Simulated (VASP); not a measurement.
Wanted: the native input for a VASP 6.6.1 run.

```yaml
Task: relaxation of cell and atoms
Functional: PBEsol
Potentials_or_basis: VASP PAW PBE potentials, release 64 (Sr_sv, O)
Cutoff: 600 eV
k_mesh: 9 × 9 × 4
Occupations: gaussian, width 0.02 eV
Spin: no spin polarisation
Dipole_correction: no
Further_INCAR_settings: ALGO = Normal; EDIFF = 1e-07; IBRION = 2; EDIFFG = -0.005; NSW = 100; ISIF = 3
```

The structure of SrO lies in POSCAR:

```
SrO
1.0
    3.8644450000      0.0000000000      0.0000000000
   -1.9322230000      3.3467080000      0.0000000000
    0.0000000000      0.0000000000      6.3106120000
Sr O
2 2
Direct
    0.0000000000      0.0000000000      0.0000000000
    0.3333333300      0.6666666700      0.5000000000
    0.0000000000      0.0000000000      0.3750000000
    0.3333333300      0.6666666700      0.8750000000
```

The cell was built by a generator and needn't be a form met in nature.

The input as run:

INCAR

```
  ALGO = Normal
  EDIFF = 1E-7
  EDIFFG = -0.005
  ENCUT = 600
  GGA = PS
  IBRION = 2
  ISIF = 3
  ISMEAR = 0
  LASPH = T
  LCHARG = F
  LREAL = F
  LWAVE = F
  NELM = 100
  NSW = 100
  PREC = Accurate
  SIGMA = 0.02
```

KPOINTS

```
k-points
0
Gamma
  9 9 4
```

Potentials or basis: VASP PAW PBE potentials, release 64 (Sr_sv, O).

Command:

```bash
$ cat potpaw_PBE.64/Sr_sv/POTCAR potpaw_PBE.64/O/POTCAR > POTCAR
$ mpirun -np 1 vasp_std > vasp.out
```

It gave:

```yaml
Relaxed_volume: 19.98 Å³/atom
Relaxed_cell: a = 4.244 Å, b = 4.244 Å, c = 5.124 Å, α = 90.00°, β = 90.00°, γ = 120.00°
Space_group_after_relaxing_to_0.05_Å: P6_3/mmc (No. 194)
Energy_gained_by_relaxing: 89.7 meV/atom
Ionic_steps: 42
Pressure_after_relaxing: 0.0 GPa
Band_gap_on_the_k_mesh: 2.57 eV, direct
```

Caveat: the PAW data sets were made with another functional, which shifts forces and pressure a little; an odd mesh through Γ misses points on the zone boundary, where band edges often lie.

It took 19 min on 1 thread of Intel(R) Xeon(R) 6975P-C (Granite Rapids) (shared host), peak memory 0.3 GiB.
